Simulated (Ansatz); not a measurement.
# Os (fcc): energy against volume

These are results of DFT, RPBE, plane waves (420 eV) with PAW, scalar-relativistic (Ansatz), not measurements. (PAW data from PBE, frozen cores regenerated.)

The cell is scaled uniformly from the relaxed one, with fractional coordinates and shape fixed. Energies are extrapolated to zero smearing, pressures are those at the given smearing. Magnetic state: spin not included.

A Birch-Murnaghan fit gives V₀ = 14.48 Å³/atom, B₀ = 376 GPa, B₀′ = 4.8.

(1) What are the energy above the minimum and the pressure at 12.758 Å³/atom?

(2) What are the energy above the minimum and the pressure at 15.658 Å³/atom?

(3) What are the energy above the minimum and the pressure at 16.238 Å³/atom?

Results:

(1) 307.4 meV/atom and 64.71 GPa as computed.

(2) 96.4 meV/atom and -24.05 GPa as computed.

(3) 200.0 meV/atom and -32.31 GPa as computed.
